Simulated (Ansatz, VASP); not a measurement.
## Cr: VASP beside Ansatz

The input INCAR:

```
SYSTEM = Cr
ALGO     = Normal         ! electronic algorithm
EDIFF    = 1E-7           ! SCF threshold, eV
ENCUT    = 520            ! plane-wave cutoff, eV
GGA      = PE             ! functional
ISIF     = 2              ! what is computed and relaxed
ISMEAR   = 0              ! smearing method
ISPIN    = 2              ! spin polarisation
LASPH    = .TRUE.         ! aspherical terms in the spheres
LCHARG   = .TRUE.         ! write CHGCAR
LELF     = .TRUE.         ! ELF
LMAXMIX  = 4              ! l up to which the mixer works
LORBIT   = 11             ! projections on sites
LREAL    = .FALSE.        ! projectors in reciprocal space
LVHAR    = .TRUE.       
LWAVE    = .FALSE.        ! write WAVECAR
MAGMOM   = 3 3 3 3        ! initial moments
NBANDS   = 36             ! bands
NELM     = 150            ! most SCF steps
PREC     = Accurate       ! precision mode
SIGMA    = 0.1            ! smearing width, eV
```

KPOINTS

```
k-points
0
G
  6 6 2
  0 0 0
```

POSCAR

```
Cr
1.0
    2.6242056598      0.0000000000      0.0000000000
   -1.3121028299      2.2726287662      0.0000000000
    0.0000000000      0.0000000000      8.4589150831
Cr
4
Direct
    0.0000000000      0.0000000000      0.0000000000
    0.3333333333      0.6666666667      0.2500000000
    0.0000000000      0.0000000000      0.5000000000
    0.6666666667      0.3333333333      0.7500000000
```

Input for Ansatz:

```yaml
crystal:
  lattice:
    - [2.6242056598, 0.0, 0.0]
    - [-1.3121028299, 2.2726287662, 0.0]
    - [0.0, 0.0, 8.4589150831]
  atoms:
    - { symbol: Cr, position: [0.0, 0.0, 0.0], spin: 3.0 }
    - { symbol: Cr, position: [0.3333333333, 0.6666666667, 0.25], spin: 3.0 }
    - { symbol: Cr, position: [0.0, 0.0, 0.5], spin: 3.0 }
    - { symbol: Cr, position: [0.6666666667, 0.3333333333, 0.75], spin: 3.0 }
basis:
  ecutwfc: 420
kpoints:
  mp_grid: { grid: [6, 6, 2] }
hamiltonian:
  xc: pbe
scf:
  occupations: { method: gaussian, width: 0.1 }
  lower_state_search: "off"
output:
  forces: true
  stress: true
  eigenvalues: true
  populations: true
magnetization:
  spin_polarized: true
```

Alike in both runs: task single point; functional PBE; k mesh 6 × 6 × 2; occupations gaussian, width 0.1 eV; collinear spin.

|  | VASP | Ansatz |
| --- | --- | --- |
| version | VASP 6.6.1 | Ansatz 0.2.0 |
| potentials or method | VASP PAW PBE potentials, release 64 (Cr_pv) | scalar-relativistic, plane waves, PAW |
| plane-wave cutoff (eV) | 520 | 420 |
| valence electrons in the cell | 48 | 56 |

```tsv
	VASP	Ansatz	Ansatz less VASP
gap on the k mesh at the Fermi level (eV)	none	none	-
pressure (GPa)	-12.3	-11.9	+0.36
largest component of the traceless stress (GPa)	1.04	1.13	+0.091
net moment per atom (μB)	0.30	0.31	+0.006
size of the moment on the site where the two differ most (μB)	0.45	0.43	-0.016
```

Site moments also hang on the region over which each program counts them. A gap of «none» marks a metal or a gap that the smearing closes. The functional is the same, so the differences come from potentials, cutoffs and numerics. The two sets of potentials don't hold the same shells in valence.

Caveats: the k mesh is coarse (spacing up to 0.46 Å⁻¹), so the values aren't converged.
